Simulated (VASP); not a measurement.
# La (P6_3/mmc) in VASP: notebook

Runs on La. Level: LDA. Tasks: single point.

Everything below comes from runs of VASP 6.6.1. Logs are shortened: lines on timing, memory, paths and dates and some standing lists are left out, and cuts for length are marked.

## (1) The crystal as given

It takes space group P6_3/mmc (No. 194, hexagonal). The conventional cell has a = 3.750 Å, b = 3.750 Å, c = 6.070 Å, α = 90.00°, β = 90.00°, γ = 120.00°. Around La (site symmetry -6m2) lie 12 La at 3.73 to 3.75 Å.

This isn't the form of La at room conditions, which is double hcp.

## (2) Single point, LDA

Input file INCAR:

```
SYSTEM = La
PREC = Accurate ; ENCUT = 400
EDIFF = 1E-6 ; ISMEAR = -1
SIGMA = 0.02 ; LREAL = .FALSE.
LASPH = .TRUE. ; NELM = 100
ALGO = Normal ; ISIF = 2
LWAVE = .FALSE. ; LCHARG = .FALSE.
GGA = CA ; ADDGRID = .FALSE.
```

Input file KPOINTS:

```
Automatic mesh
0
G
  17 17 10
  0 0 0
```

Input file POSCAR:

```
La
1.0
    3.7500000000      0.0000000000      0.0000000000
   -1.8750000000      3.2475952642      0.0000000000
    0.0000000000      0.0000000000      6.0700000000
La
2
Direct
    0.6666666667      0.3333333333      0.7500000000
    0.3333333333      0.6666666667      0.2500000000
```

Potentials or basis: VASP PAW LDA potentials, release 64 (La).

The run is started by

```sh
cat potpaw_LDA.64/La/POTCAR > POTCAR
mpirun -np 1 vasp_std > vasp.out
```

OUTCAR:

```text
SYSTEM = La
   PREC = Accurate
   ENCUT = 400
   EDIFF = 1E-6
   ISMEAR = -1
   LREAL = .FALSE.
   LASPH = .TRUE.
   NELM = 100
   ISIF = 2
   GGA = CA

 Found    198 irreducible k-points:

 Following reciprocal coordinates:
            Coordinates               Weight
  0.000000  0.000000  0.000000      1.000000
  0.058824  0.000000  0.000000      6.000000
  0.117647 -0.000000  0.000000      6.000000
  0.176471  0.000000  0.000000      6.000000
  0.235294 -0.000000  0.000000      6.000000
  0.294118  0.000000  0.000000      6.000000
   k-points           NKPTS =    198   k-points in BZ     NKDIM =    198   number of bands    NBANDS=     15
   number of dos      NEDOS =    301   number of ions     NIONS =      2
   total plane-waves  NPLWV =  23040
   dimension x,y,z NGX =    24 NGY =   24 NGZ =   40
   dimension x,y,z NGXF=    48 NGYF=   48 NGZF=   80
   ions per type =               2
   NGX,Y,Z   is equivalent  to a cutoff of  10.64, 10.64, 10.96 a.u.
   NGXF,Y,Z  is equivalent  to a cutoff of  21.28, 21.28, 21.91 a.u.
 SYSTEM =  La
   PREC   = accura    normal or accurate (medium, high low for compatibility)
   ISTART =      0    job   : 0-new  1-cont  2-samecut
   ICHARG =      2    charge: 1-file 2-atom 10-const
   ISPIN  =      1    spin polarized calculation?
   LNONCOLLINEAR =      F non collinear calculations
   LSORBIT =      F    spin-orbit coupling
   LASPH  =      T    aspherical Exc in radial PAW
   ENCUT  =  400.0 eV  29.40 Ry    5.42 a.u.   6.12  6.12  9.90*2*pi/ulx,y,z
   NELM   =    100;   NELMIN=  2; NELMDL= -5     # of ELM steps
   EDIFF  = 0.1E-05   stopping-criterion for ELM
   LREAL  =      F    real-space projection
   EDIFFG = 0.1E-04   stopping-criterion for IOM
   NSW    =      0    number of steps for IOM
   IBRION =     -1    ionic relax: 0-MD 1-quasi-New 2-CG
   NFREE  =      0    steps in history (QN), initial steepest desc. (CG)
   ISIF   =      2    stress and relaxation
   ISYM   =      2    0-nonsym 1-usesym 2-fastsym
   POTIM  = 0.5000    time-step for ionic-motion
   TEBEG  =    0.0;   TEEND  =   0.0 temperature during run
   PSTRESS=    0.0 pullay stress
   NELECT =      22.0000    total number of electrons
   NUPDOWN=      -1.0000    fix difference up-down
   EMIN   =  10.00;   EMAX   =-10.00  energy-range for DOS
   EFERMI =   0.00;   METHOD = LEGACY
   ISMEAR =    -1;   SIGMA  =   0.02  broadening in eV -4-tet -1-fermi 0-gaus
   EFERMI_NEDOS =   21; number of points for ismear=-14 and -15
   IALGO  =     38    algorithm
   IMIX   =      4    mixing-type and parameters
     AMIX     =   0.40;   BMIX     =  1.00
     AMIX_MAG =   1.60;   BMIX_MAG =  1.00
  volume/ion in A,a.u.               =      36.96       249.43
  Fermi-wavevector in a.u.,A,eV,Ry     =   1.093004  2.065478 16.254307  1.194658
  Thomas-Fermi vector in A             =   2.229281
   LORBIT       =      0    0 simple, 1 ext, 2 COOP (PROOUT), +10 PAW based schemes
   GGA     = CA    functional components
   LHFCALC =     F    Hartree Fock is set to
   AEXX    =    0.0000 exact exchange contribution
   IVDW    =     0    specifies the selected vdW correction
   LEPSILON=     F    determine dielectric tensor
   LRPA    =     F    only Hartree local field effects (RPA)
 non-spin polarized calculation
  energy-cutoff  :      400.00
  volume of cell :       73.92
 maximum number of plane-waves:      1358
   NGX = 13   NGY = 13   NGZ = 19

 number of electron      22.0000001 magnetization

 Free energy of the ion-electron system (eV)
  ---------------------------------------------------
  ext. energy  EPLUGINS =         0.00000000
  ---------------------------------------------------
  free energy    TOTEN  =       -10.99531756 eV

  energy without entropy =      -10.99042679  energy(sigma->0) =      -10.99287218

 E-fermi :   7.6938     XC(G=0):  -9.7836

 val. band max:        7.6927211342   @ k =   0.3529   0.0000   0.4000
 cond. band min:       7.6945280474   @ k =   0.4118   0.1176   0.4000
 fundamental gap:      0.0018069132
 Fermi energy:         7.6937948073

 k-point     1 :       0.0000    0.0000    0.0000
  band No.  band energies     occupation
      1     -25.0460      2.00000
      2     -24.8368      2.00000
      3      -9.4474      2.00000
      4      -8.2192      2.00000
      5      -8.2192      2.00000
      6      -8.0284      2.00000
      7      -8.0284      2.00000
      8      -7.9967      2.00000
      9       4.5034      2.00000
     10       5.9288      2.00000
     11       8.6918      0.00000
     12       8.9875      0.00000
     13       8.9901      0.00000
     14       9.0662      0.00000
     15       9.1432      0.00000

 k-point     2 :       0.0588    0.0000    0.0000
  band No.  band energies     occupation
      1     -25.0402      2.00000
      2     -24.8340      2.00000
      3      -9.4324      2.00000
      4      -8.2589      2.00000
      5      -8.2317      2.00000
      6      -8.0694      2.00000
      7      -8.0333      2.00000
      8      -8.0028      2.00000
      9       4.5980      2.00000
     10       6.0168      2.00000
     11       8.4909      0.00000
     12       9.0100      0.00000
     13       9.0138      0.00000
     14       9.0190      0.00000
     15       9.1387      0.00000

 k-point     3 :       0.1176   -0.0000    0.0000
  band No.  band energies     occupation
      1     -25.0233      2.00000
      2     -24.8261      2.00000
      3      -9.3884      2.00000
      4      -8.3716      2.00000
      5      -8.2664      2.00000
      6      -8.1840      2.00000
      7      -8.0481      2.00000
      8      -8.0214      2.00000
      9       4.8665      2.00000
     10       6.2565      2.00000
     11       8.1723      0.00000
     12       8.7830      0.00000
     13       8.8247      0.00000
     14       9.0109      0.00000
     15       9.0923      0.00000

 k-point     4 :       0.1765    0.0000    0.0000
  band No.  band energies     occupation
      1     -24.9972      2.00000
      2     -24.8146      2.00000
      3      -9.3179      2.00000
      4      -8.5396      2.00000
      5      -8.3501      2.00000
      6      -8.3168      2.00000
      7      -8.0722      2.00000
      8      -8.0530      2.00000
      9       5.2635      2.00000
     10       6.5513      2.00000
     11       7.9183      0.00003
     12       8.3504      0.00000
     13       8.6505      0.00000
     14       8.9135      0.00000
     15       9.1670      0.00000

 k-point     5 :       0.2353   -0.0000    0.0000
  band No.  band energies     occupation
      1     -24.9645      2.00000
      2     -24.8017      2.00000
      3      -9.2255      2.00000
      4      -8.7373      2.00000
      5      -8.5400      2.00000
      6      -8.3748      2.00000
      7      -8.1027      2.00000
      8      -8.0982      2.00000
      9       5.7099      2.00000
     10       6.6872      2.00000
     11       7.8472      0.00093
     12       7.9096      0.00004
     13       8.5747      0.00000
     14       8.8466      0.00000
     15       9.1134      0.00000

 k-point     6 :       0.2941    0.0000    0.0000
  band No.  band energies     occupation
      1     -24.9288      2.00000
      2     -24.7897      2.00000
      3      -9.1180      2.00000
      4      -8.9365      2.00000
      5      -8.7266      2.00000
      6      -8.4324      2.00000
      7      -8.1566      2.00000
      8      -8.1356      2.00000
      9       6.0880      2.00000
     10       6.5889      2.00000
     11       7.3752      2.00000
     12       8.1304      0.00000
     13       8.7155      0.00000
     14       8.8119      0.00000
     15       9.0539      0.00000

 [... further k-points ...]

------------------------ aborting loop because EDIFF is reached ----------------------------------------

  FORCE on cell =-STRESS in cart. coord.  units (eV):
  Direction    XX          YY          ZZ          XY          YZ          ZX
  --------------------------------------------------------------------------------------
  -------------------------------------------------------------------------------------
  Total       -1.4382112     -1.4382112     -1.4305983      0.0000000      0.0000000     -0.0000000
  in kB      -31.1710463    -31.1710463    -31.0060487      0.0000000      0.0000000     -0.0000000
  external PRESSURE =     -31.1160471 kB  Pullay stress =       0.0000000 kB

 VOLUME and BASIS-vectors are now :
 -----------------------------------------------------------------------------
  energy-cutoff  :      400.00
  volume of cell :       73.92
      direct lattice vectors                 reciprocal lattice vectors
     3.750000000  0.000000000  0.000000000     0.266666667  0.153960072  0.000000000
    -1.875000000  3.247595264  0.000000000     0.000000000  0.307920144  0.000000000
     0.000000000  0.000000000  6.070000000     0.000000000  0.000000000  0.164744646

 POSITION                                       TOTAL-FORCE (eV/Angst)
 -----------------------------------------------------------------------------------
      1.87500      1.08253      4.55250         0.000000      0.000000      0.000000
     -0.00000      2.16506      1.51750        -0.000000     -0.000000      0.000000
 -----------------------------------------------------------------------------------
    total drift:                                0.000000     -0.000000      0.000000

  FREE ENERGIE OF THE ION-ELECTRON SYSTEM (eV)
  ---------------------------------------------------
  free  energy   TOTEN  =       -10.9953175646 eV

  energy  without entropy=      -10.9904267907  energy(sigma->0) =      -10.99287218
```

It took 66 s on 1 thread of AMD EPYC 9R45 (Zen 5), shared host; peak memory 0.24 GiB.

The run converged, but some of its settings lie outside the range that counts as converged, so its numbers aren't taken as properties of the crystal.

What came out:

```yaml
Free_energy: -10.9953 eV
Pressure: -3.1 GPa
Band_gap_on_the_k_mesh: none (metal or under the smearing width)
```

## (3) Single point, LDA

INCAR is that of step 2.

KPOINTS is that of step 2.

Input file POSCAR:

```
La
1.0
    3.7500000000      0.0000000000      0.0000000000
   -1.8750000000      3.2475952642      0.0000000000
    0.0000000000      0.0000000000      6.0700000000
La
2
Direct
    0.6527560000      0.3219160000      0.7382770000
    0.3157440000      0.6620370000      0.2676620000
```

Potentials or basis: VASP PAW LDA potentials, release 64 (La).

The run is started by

```sh
cat potpaw_LDA.64/La/POTCAR > POTCAR
mpirun -np 1 vasp_std > vasp.out
```

OUTCAR:

```text
SYSTEM = La
   PREC = Accurate
   ENCUT = 400
   EDIFF = 1E-6
   ISMEAR = -1
   LREAL = .FALSE.
   LASPH = .TRUE.
   NELM = 100
   ISIF = 2
   GGA = CA

 Found   1446 irreducible k-points:

 Following reciprocal coordinates:
            Coordinates               Weight
  0.000000  0.000000  0.000000      1.000000
  0.058824  0.000000  0.000000      2.000000
  0.000000  0.058824  0.000000      2.000000
 -0.058824  0.058824  0.000000      2.000000
  0.117647 -0.000000  0.000000      2.000000
  0.000000  0.117647  0.000000      2.000000
   k-points           NKPTS =   1446   k-points in BZ     NKDIM =   1446   number of bands    NBANDS=     15
   number of dos      NEDOS =    301   number of ions     NIONS =      2
   total plane-waves  NPLWV =  23040
   dimension x,y,z NGX =    24 NGY =   24 NGZ =   40
   dimension x,y,z NGXF=    48 NGYF=   48 NGZF=   80
   ions per type =               2
   NGX,Y,Z   is equivalent  to a cutoff of  10.64, 10.64, 10.96 a.u.
   NGXF,Y,Z  is equivalent  to a cutoff of  21.28, 21.28, 21.91 a.u.
 SYSTEM =  La
   PREC   = accura    normal or accurate (medium, high low for compatibility)
   ISTART =      0    job   : 0-new  1-cont  2-samecut
   ICHARG =      2    charge: 1-file 2-atom 10-const
   ISPIN  =      1    spin polarized calculation?
   LNONCOLLINEAR =      F non collinear calculations
   LSORBIT =      F    spin-orbit coupling
   LASPH  =      T    aspherical Exc in radial PAW
   ENCUT  =  400.0 eV  29.40 Ry    5.42 a.u.   6.12  6.12  9.90*2*pi/ulx,y,z
   NELM   =    100;   NELMIN=  2; NELMDL= -5     # of ELM steps
   EDIFF  = 0.1E-05   stopping-criterion for ELM
   LREAL  =      F    real-space projection
   EDIFFG = 0.1E-04   stopping-criterion for IOM
   NSW    =      0    number of steps for IOM
   IBRION =     -1    ionic relax: 0-MD 1-quasi-New 2-CG
   NFREE  =      0    steps in history (QN), initial steepest desc. (CG)
   ISIF   =      2    stress and relaxation
   ISYM   =      2    0-nonsym 1-usesym 2-fastsym
   POTIM  = 0.5000    time-step for ionic-motion
   TEBEG  =    0.0;   TEEND  =   0.0 temperature during run
   PSTRESS=    0.0 pullay stress
   NELECT =      22.0000    total number of electrons
   NUPDOWN=      -1.0000    fix difference up-down
   EMIN   =  10.00;   EMAX   =-10.00  energy-range for DOS
   EFERMI =   0.00;   METHOD = LEGACY
   ISMEAR =    -1;   SIGMA  =   0.02  broadening in eV -4-tet -1-fermi 0-gaus
   EFERMI_NEDOS =   21; number of points for ismear=-14 and -15
[... 18 lines left out ...]
   NGX = 13   NGY = 13   NGZ = 19

 number of electron      21.9999999 magnetization

 Free energy of the ion-electron system (eV)
  ---------------------------------------------------
  ext. energy  EPLUGINS =         0.00000000
  ---------------------------------------------------
  free energy    TOTEN  =       -10.97786469 eV

  energy without entropy =      -10.97297477  energy(sigma->0) =      -10.97541973

 E-fermi :   7.6951     XC(G=0):  -9.7754

 val. band max:        7.6949407331   @ k =  -0.3529   0.1765   0.5000
 cond. band min:       7.6951993377   @ k =  -0.1765   0.3529   0.5000
 fundamental gap:      0.0002586046
 Fermi energy:         7.6950962706

 k-point     1 :       0.0000    0.0000    0.0000
  band No.  band energies     occupation
      1     -25.0535      2.00000
      2     -24.8248      2.00000
      3      -9.4672      2.00000
      4      -8.2371      2.00000
      5      -8.2222      2.00000
      6      -8.0262      2.00000
      7      -8.0146      2.00000
      8      -7.9758      2.00000
      9       4.5163      2.00000
     10       5.9065      2.00000
     11       8.6608      0.00000
     12       8.9257      0.00000
     13       8.9368      0.00000
     14       9.0452      0.00000
[... 77 lines left out ...]
      2     -24.8148      2.00000
      3      -9.4089      2.00000
      4      -8.3938      2.00000
      5      -8.2736      2.00000
      6      -8.1721      2.00000
      7      -8.0421      2.00000
      8      -7.9943      2.00000
      9       4.8797      2.00000
     10       6.2359      2.00000
     11       8.1126      0.00000
     12       8.7101      0.00000
     13       8.9002      0.00000
     14       9.0435      0.00000
     15       9.0528      0.00000

 [... further k-points ...]

------------------------ aborting loop because EDIFF is reached ----------------------------------------

  FORCE on cell =-STRESS in cart. coord.  units (eV):
  Direction    XX          YY          ZZ          XY          YZ          ZX
  --------------------------------------------------------------------------------------
  -------------------------------------------------------------------------------------
  Total       -1.3869267     -1.3656276     -1.2430031      0.0126171      0.0145040     -0.0172146
  in kB      -30.0595325    -29.5979070    -26.9402071      0.2734576      0.3143518     -0.3730998
  external PRESSURE =     -28.8658822 kB  Pullay stress =       0.0000000 kB

 VOLUME and BASIS-vectors are now :
 -----------------------------------------------------------------------------
  energy-cutoff  :      400.00
  volume of cell :       73.92
      direct lattice vectors                 reciprocal lattice vectors
     3.750000000  0.000000000  0.000000000     0.266666667  0.153960072  0.000000000
    -1.875000000  3.247595264  0.000000000     0.000000000  0.307920144  0.000000000
     0.000000000  0.000000000  6.070000000     0.000000000  0.000000000  0.164744646

 POSITION                                       TOTAL-FORCE (eV/Angst)
 -----------------------------------------------------------------------------------
      1.84424      1.04545      4.48134        -0.010735      0.008215      0.206750
     -0.05728      2.15003      1.62471         0.010735     -0.008215     -0.206750
 -----------------------------------------------------------------------------------
    total drift:                               -0.000016     -0.000000     -0.000014

  FREE ENERGIE OF THE ION-ELECTRON SYSTEM (eV)
  ---------------------------------------------------
  free  energy   TOTEN  =       -10.9778646935 eV

  energy  without entropy=      -10.9729747701  energy(sigma->0) =      -10.97541973
```

It took 7.9 min on 1 thread of AMD EPYC 9R45 (Zen 5), shared host; peak memory 1.1 GiB.

The run converged, but some of its settings lie outside the range that counts as converged, so its numbers aren't taken as properties of the crystal.

Results:

```
Free energy            : -10.9779 eV
Pressure               : -2.9 GPa
Largest force          : 0.207 eV/Å
Band gap on the k mesh : none (metal or under the smearing width)
```

(Continued in part 2 of 2.)
